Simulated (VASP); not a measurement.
# BiTe (Fm-3m) in VASP: settings compared, part 2 of 2

VASP 6.6.1.

### 4 Equation of state, PBEsol, 33.18 Å³/atom (volume scaled by 0.98)

INCAR

```
SYSTEM = BiTe
PREC = Accurate
ENCUT = 520
EDIFF = 1E-7
ISMEAR = -1
SIGMA = 0.05
LREAL = .FALSE.
LASPH = .TRUE.
NELM = 60
ALGO = Normal
ISIF = 2
LWAVE = .FALSE.
LCHARG = .FALSE.
GGA = PS
NBANDS = 18
```

KPOINTS

```
regular mesh
0
G
  7 7 7
  0 0 0
```

POSCAR

```
BiTe
1.0
    0.0000000000      3.2132879364      3.2132879364
    3.2132879364      0.0000000000      3.2132879364
    3.2132879364      3.2132879364      0.0000000000
Bi Te
1 1
Direct
    0.0000000000      0.0000000000      0.0000000000
    0.5000000000      0.5000000000      0.5000000000
```

Command:

```
cat potpaw_PBE.64/Bi_d/POTCAR potpaw_PBE.64/Te/POTCAR > POTCAR
mpirun -np 1 vasp_std > vasp.out
```

It took 25 s on 1 thread of Intel Xeon Platinum 8259CL at 2.50GHz (Skylake/Cascade Lake), shared host; peak memory 0.21 GiB.

Results (log left out):

- Free energy: -7.9680 eV
- Pressure: -0.6 GPa
- Band gap on the k mesh: none (metal or under the smearing width)

Caveat: the PAW data sets were made with another functional, which shifts forces and pressure a little; spin-orbit coupling is left out, which moves the levels of the heavy elements.

### 5 Equation of state, PBEsol, 34.53 Å³/atom (volume scaled by 1.02)

INCAR is that of step 4.

KPOINTS is that of step 4.

POSCAR

```
BiTe
1.0
    0.0000000000      3.2564244654      3.2564244654
    3.2564244654      0.0000000000      3.2564244654
    3.2564244654      3.2564244654      0.0000000000
Bi Te
1 1
Direct
    0.0000000000      0.0000000000      0.0000000000
    0.5000000000      0.5000000000      0.5000000000
```

Command:

```
cat potpaw_PBE.64/Bi_d/POTCAR potpaw_PBE.64/Te/POTCAR > POTCAR
mpirun -np 1 vasp_std > vasp.out
```

Wall time 24 s (1 thread of Intel Xeon Platinum 8259CL at 2.50GHz (Skylake/Cascade Lake), shared host); peak memory 0.21 GiB.

The run converged. Its results:

```
Free energy            : -7.9424 eV
Pressure               : -2.4 GPa
Band gap on the k mesh : none (metal or under the smearing width)
```

Caveat: the PAW data sets were made with another functional, which shifts forces and pressure a little; spin-orbit coupling is left out, which moves the levels of the heavy elements.

### 6 Equation of state, PBEsol, 35.21 Å³/atom (volume scaled by 1.04)

INCAR is that of step 5.

KPOINTS is that of step 5.

POSCAR

```
BiTe
1.0
    0.0000000000      3.2775706714      3.2775706714
    3.2775706714      0.0000000000      3.2775706714
    3.2775706714      3.2775706714      0.0000000000
Bi Te
1 1
Direct
    0.0000000000      0.0000000000      0.0000000000
    0.5000000000      0.5000000000      0.5000000000
```

Potentials or basis: VASP PAW PBE potentials, release 64 (Bi_d, Te).

Command:

```
cat potpaw_PBE.64/Bi_d/POTCAR potpaw_PBE.64/Te/POTCAR > POTCAR
mpirun -np 1 vasp_std > vasp.out
```

Wall time 23 s (1 thread of Intel Xeon Platinum 8259CL at 2.50GHz (Skylake/Cascade Lake), shared host); peak memory 0.21 GiB.

The run converged. Its results:

- Free energy: -7.9188 eV
- Pressure: -3.2 GPa
- Band gap on the k mesh: none (metal or under the smearing width)

Caveat: the PAW data sets were made with another functional, which shifts forces and pressure a little; spin-orbit coupling is left out, which moves the levels of the heavy elements.

### 7 Equation of state, PBEsol, 35.89 Å³/atom (volume scaled by 1.06)

INCAR is that of step 6.

KPOINTS is that of step 6.

POSCAR

```
BiTe
1.0
    0.0000000000      3.2984474805      3.2984474805
    3.2984474805      0.0000000000      3.2984474805
    3.2984474805      3.2984474805      0.0000000000
Bi Te
1 1
Direct
    0.0000000000      0.0000000000      0.0000000000
    0.5000000000      0.5000000000      0.5000000000
```

Command:

```
cat potpaw_PBE.64/Bi_d/POTCAR potpaw_PBE.64/Te/POTCAR > POTCAR
mpirun -np 1 vasp_std > vasp.out
```

Wall time 25 s (1 thread of Intel Xeon Platinum 8259CL at 2.50GHz (Skylake/Cascade Lake), shared host); peak memory 0.21 GiB.

The run converged. Its results:

```yaml
Free_energy: -7.8889 eV
Pressure: -3.9 GPa
Band_gap_on_the_k_mesh: none (metal or under the smearing width)
```

Caveat: the PAW data sets were made with another functional, which shifts forces and pressure a little; spin-orbit coupling is left out, which moves the levels of the heavy elements.

### 8 Equation of state, PBEsol

This step only gathers the single runs of the series.

Results:

| Quantity | Value |
| --- | --- |
| Equilibrium volume | 32.83 Å³/atom |
| Bulk modulus | 53 GPa |
| Pressure derivative of the bulk modulus | 4.5 |

Energy against volume, from the lowest point:
```
volume (Å³/atom)  energy (meV/atom)
          31.824               4.84
          32.501               0.00
          33.178               0.05
          33.855               4.48
          34.532              12.84
          35.209              24.66
          35.886              39.61
```

Caveat: the PAW data sets were made with another functional, which shifts forces and pressure a little; spin-orbit coupling is left out, which moves the levels of the heavy elements.

### 9 Equation of state, PBE, 31.82 Å³/atom (volume scaled by 0.94)

INCAR

```
SYSTEM = BiTe
ALGO     = Normal         ! electronic algorithm
EDIFF    = 1E-7           ! SCF threshold, eV
ENCUT    = 520            ! plane-wave cutoff, eV
GGA      = PE             ! functional
ISIF     = 2              ! what is computed and relaxed
ISMEAR   = -1             ! smearing method
LASPH    = .True.         ! aspherical terms in the spheres
LCHARG   = .False.        ! write CHGCAR
LREAL    = .False.        ! projectors in reciprocal space
LWAVE    = .False.        ! write WAVECAR
NBANDS   = 18             ! bands
NELM     = 80             ! most SCF steps
PREC     = Accurate       ! precision mode
SIGMA    = 0.05           ! smearing width, eV
```

KPOINTS

```
k-points
0
Gamma
  7 7 7
  0 0 0
```

POSCAR

```
BiTe
1.0
    0.0000000000      3.1689610617      3.1689610617
    3.1689610617      0.0000000000      3.1689610617
    3.1689610617      3.1689610617      0.0000000000
Bi Te
1 1
Direct
    0.0000000000      0.0000000000      0.0000000000
    0.5000000000      0.5000000000      0.5000000000
```

Potentials or basis: VASP PAW PBE potentials, release 64 (Bi_d, Te).

Command:

```
cat potpaw_PBE.64/Bi_d/POTCAR potpaw_PBE.64/Te/POTCAR > POTCAR
mpirun -np 1 vasp_std > vasp.out
```

It took 28 s on 1 thread of Intel Xeon Platinum 8559C (Emerald Rapids), shared host; peak memory 0.19 GiB.

It converged, with:

* Free energy: -7.0916 eV
* Pressure: 4.5 GPa
* Band gap on the k mesh: none (metal or under the smearing width)

Caveat: spin-orbit coupling is left out, which moves the levels of the heavy elements.

### 10 Equation of state, PBE, 32.50 Å³/atom (volume scaled by 0.96)

INCAR

```
SYSTEM = BiTe
ALGO = Normal
EDIFF = 1E-7
ENCUT = 520
GGA = PE
ISIF = 2
ISMEAR = -1
LASPH = .True.
LCHARG = .False.
LREAL = .False.
LWAVE = .False.
NBANDS = 18
NELM = 100
PREC = Accurate
SIGMA = 0.05
```

KPOINTS is that of step 9.

POSCAR

```
BiTe
1.0
    0.0000000000      3.1912784242      3.1912784242
    3.1912784242      0.0000000000      3.1912784242
    3.1912784242      3.1912784242      0.0000000000
Bi Te
1 1
Direct
    0.0000000000      0.0000000000      0.0000000000
    0.5000000000      0.5000000000      0.5000000000
```

Command:

```
cat potpaw_PBE.64/Bi_d/POTCAR potpaw_PBE.64/Te/POTCAR > POTCAR
mpirun -np 1 vasp_std > vasp.out
```

Wall time 29 s (1 thread of Intel Xeon Platinum 8559C (Emerald Rapids), shared host); peak memory 0.2 GiB.

It converged, with:

```yaml
Free_energy: -7.1239 eV
Pressure: 3.1 GPa
Band_gap_on_the_k_mesh: none (metal or under the smearing width)
```

Caveat: spin-orbit coupling is left out, which moves the levels of the heavy elements.

### 11 Equation of state, PBE, 33.18 Å³/atom (volume scaled by 0.98)

INCAR: that of step 10 with these lines changed.

```diff
@@ -12,3 +12,3 @@
 NBANDS = 18
-NELM = 100
+NELM = 60
 PREC = Accurate
```

KPOINTS is that of step 10.

POSCAR

```
BiTe
1.0
    0.0000000000      3.2132879364      3.2132879364
    3.2132879364      0.0000000000      3.2132879364
    3.2132879364      3.2132879364      0.0000000000
Bi Te
1 1
Direct
    0.0000000000      0.0000000000      0.0000000000
    0.5000000000      0.5000000000      0.5000000000
```

Command:

```
cat potpaw_PBE.64/Bi_d/POTCAR potpaw_PBE.64/Te/POTCAR > POTCAR
mpirun -np 1 vasp_std > vasp.out
```

Wall time 29 s (1 thread of Intel Xeon Platinum 8559C (Emerald Rapids), shared host); peak memory 0.21 GiB.

Results (log left out):

```
Free energy            : -7.1455 eV
Pressure               : 1.9 GPa
Band gap on the k mesh : none (metal or under the smearing width)
```

Caveat: spin-orbit coupling is left out, which moves the levels of the heavy elements.

### 12 Equation of state, PBE, 34.53 Å³/atom (volume scaled by 1.02)

INCAR

```
PREC = Accurate
ENCUT = 520
EDIFF = 1E-7
ISMEAR = -1
SIGMA = 0.05
LREAL = F
LASPH = T
NELM = 80
ALGO = Normal
ISIF = 2
LWAVE = F
LCHARG = F
GGA = PE
NBANDS = 18
```

KPOINTS

```
Automatic mesh
0
Gamma
  7 7 7
```

POSCAR

```
BiTe
1.0
    0.0000000000      3.2564244654      3.2564244654
    3.2564244654      0.0000000000      3.2564244654
    3.2564244654      3.2564244654      0.0000000000
Bi Te
1 1
Direct
    0.0000000000      0.0000000000      0.0000000000
    0.5000000000      0.5000000000      0.5000000000
```

Potentials or basis: VASP PAW PBE potentials, release 64 (Bi_d, Te).

Command:

```
cat potpaw_PBE.64/Bi_d/POTCAR potpaw_PBE.64/Te/POTCAR > POTCAR
mpirun -np 1 vasp_std > vasp.out
```

Run time: 29 s. Hardware: 1 thread of Intel Xeon Platinum 8559C (Emerald Rapids), shared host; peak memory 0.2 GiB.

Results (log left out):

```
Free energy            : -7.1611 eV
Pressure               : -0.1 GPa
Band gap on the k mesh : none (metal or under the smearing width)
```

Caveat: spin-orbit coupling is left out, which moves the levels of the heavy elements.

### 13 Equation of state, PBE, 35.21 Å³/atom (volume scaled by 1.04)

INCAR

```
ALGO = Normal ; EDIFF = 1E-7
ENCUT = 520 ; GGA = PE
ISIF = 2 ; ISMEAR = -1
LASPH = True ; LCHARG = False
LREAL = False ; LWAVE = False
NBANDS = 18 ; NELM = 100
PREC = Accurate ; SIGMA = 0.05
```

KPOINTS

```
k-points
0
Gamma
  7 7 7
```

POSCAR

```
BiTe
1.0
    0.0000000000      3.2775706714      3.2775706714
    3.2775706714      0.0000000000      3.2775706714
    3.2775706714      3.2775706714      0.0000000000
Bi Te
1 1
Direct
    0.0000000000      0.0000000000      0.0000000000
    0.5000000000      0.5000000000      0.5000000000
```

Command:

```
cat potpaw_PBE.64/Bi_d/POTCAR potpaw_PBE.64/Te/POTCAR > POTCAR
mpirun -np 1 vasp_std > vasp.out
```

Wall time 25 s (1 thread of Intel Xeon Platinum 8559C (Emerald Rapids), shared host); peak memory 0.2 GiB.

It converged, with:

```yaml
Free_energy: -7.1570 eV
Pressure: -1.0 GPa
Band_gap_on_the_k_mesh: none (metal or under the smearing width)
```

Caveat: spin-orbit coupling is left out, which moves the levels of the heavy elements.

### 14 Equation of state, PBE, 35.89 Å³/atom (volume scaled by 1.06)

INCAR

```
  PREC = Accurate
  ENCUT = 520
  EDIFF = 1E-7
  ISMEAR = -1
  SIGMA = 0.05
  LREAL = False
  LASPH = True
  NELM = 80
  ALGO = Normal
  ISIF = 2
  LWAVE = False
  LCHARG = False
  GGA = PE
  NBANDS = 18
```

KPOINTS

```
regular mesh
0
Gamma
  7 7 7
```

POSCAR

```
BiTe
1.0
    0.0000000000      3.2984474805      3.2984474805
    3.2984474805      0.0000000000      3.2984474805
    3.2984474805      3.2984474805      0.0000000000
Bi Te
1 1
Direct
    0.0000000000      0.0000000000      0.0000000000
    0.5000000000      0.5000000000      0.5000000000
```

Command:

```
cat potpaw_PBE.64/Bi_d/POTCAR potpaw_PBE.64/Te/POTCAR > POTCAR
mpirun -np 1 vasp_std > vasp.out
```

Run time: 29 s. Hardware: 1 thread of Intel Xeon Platinum 8559C (Emerald Rapids), shared host; peak memory 0.2 GiB.

It converged, with:

```
Free energy            : -7.1460 eV
Pressure               : -1.7 GPa
Band gap on the k mesh : none (metal or under the smearing width)
```

Caveat: spin-orbit coupling is left out, which moves the levels of the heavy elements.

### 15 Equation of state, PBE

Potentials or basis: VASP PAW PBE potentials, release 64 (Bi_d, Te).

This step only gathers the single runs of the series.

Results:

```
Equilibrium volume                      : 34.49 Å³/atom
Bulk modulus                            : 46 GPa
Pressure derivative of the bulk modulus : 4.5
```

Energy against volume, from the lowest point:
```
volume (Å³/atom)  energy (meV/atom)
          31.824              34.75
          32.501              18.63
          33.178               7.81
          33.855               1.76
          34.532               0.00
          35.209               2.06
          35.886               7.56
```

Caveat: spin-orbit coupling is left out, which moves the levels of the heavy elements.
